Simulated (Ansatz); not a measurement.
The system is CoO.

```
CELL_PARAMETERS angstrom
1.60222 0.92504 2.56647
-1.60222 0.92504 2.56647
0.00000 -1.85008 2.56647
ATOMIC_POSITIONS crystal
Co 0.99898 0.99898 0.99898
O 0.75102 0.75102 0.75102
```

Measurements of this composition are mostly on another form, of space group No. 225.

Base run:

| Property | Result |
| --- | --- |
| Program | Ansatz 0.2.0 |
| Functional | PBE |
| Potentials or basis | Ansatz PAW |
| Cutoff | 420 eV (not typed: the program's choice for these potentials) |
| k mesh | 10 × 10 × 10 |
| Occupations | fermi-dirac, width 0.05 eV |
| Spin | no spin polarisation |

Its results: band gap on the k mesh none (metal or under the smearing width); pressure -14.2 GPa; largest force 0.200 eV/Å.

Question: The run is repeated on the same cell with these changes: spin from no spin polarisation to collinear spin, ferromagnetic start. What comes out?

Answer: Band gap on the k mesh none (metal or under the smearing width); pressure -0.1 GPa; net moment 2.76 μB per cell; site moments Co +2.20; O +0.30 μB; largest force 0.260 eV/Å.

Caveats: semilocal functionals often make such compounds metallic where correlation or magnetic order opens a gap, which also shifts bond lengths; an odd number of electrons without spin polarisation forces a metal (some runs); a magnetic or distorted state may lie lower (some runs); a cell with one magnetic atom can't hold antiferromagnetic order, which such compounds often take (some runs).
